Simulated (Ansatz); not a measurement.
MoP:

```
Mo P
1.0
     3.22300    0.00000    0.00000
    -1.61150    2.79120    0.00000
     0.00000    0.00000    3.19100
Mo P
1 1
Direct
  0.00000 0.00000 0.00000
  0.33333 0.66667 0.50000
```

Base run:

- Program: Ansatz 0.2.0
- Functional: PBEsol
- Potentials or basis: Ansatz PAW
- Cutoff: 420 eV (not typed: the program's choice for these potentials)
- k mesh: 10 × 10 × 8
- Occupations: fermi-dirac, width 0.05 eV
- Spin: no spin polarisation
- Hubbard terms: Mo d U = 5 eV

Its results: band gap on the k mesh none (metal or under the smearing width); pressure -5.3 GPa.

Problem. After a change of settings the same cell gave: band gap on the k mesh none (metal or under the smearing width); pressure -4.8 GPa. Which change was it?
A. hubbard terms from Mo d U = 5 eV to Mo d U = 3 eV
B. functional from PBEsol to r2SCAN; cutoff from 420 eV (not typed: the program's choice for these potentials) to 500 eV (not typed: the program's choice for these potentials); hubbard terms from Mo d U = 5 eV to none; hubbard projectors from ortho-atomic (the default) to none
C. functional from PBEsol to BLYP; hubbard terms from Mo d U = 5 eV to none; hubbard projectors from ortho-atomic (the default) to none
D. functional from PBEsol to revPBE; hubbard terms from Mo d U = 5 eV to none; hubbard projectors from ortho-atomic (the default) to none

Solution. A.

Caveats: U without spin polarisation on a metal has little footing; the PAW data sets come from PBE, with cores solved anew for the run's functional, which leaves a small shift of forces and pressure; the U is typed as a test and isn't derived for this compound.

Runs at the PBE level aren't shown here.
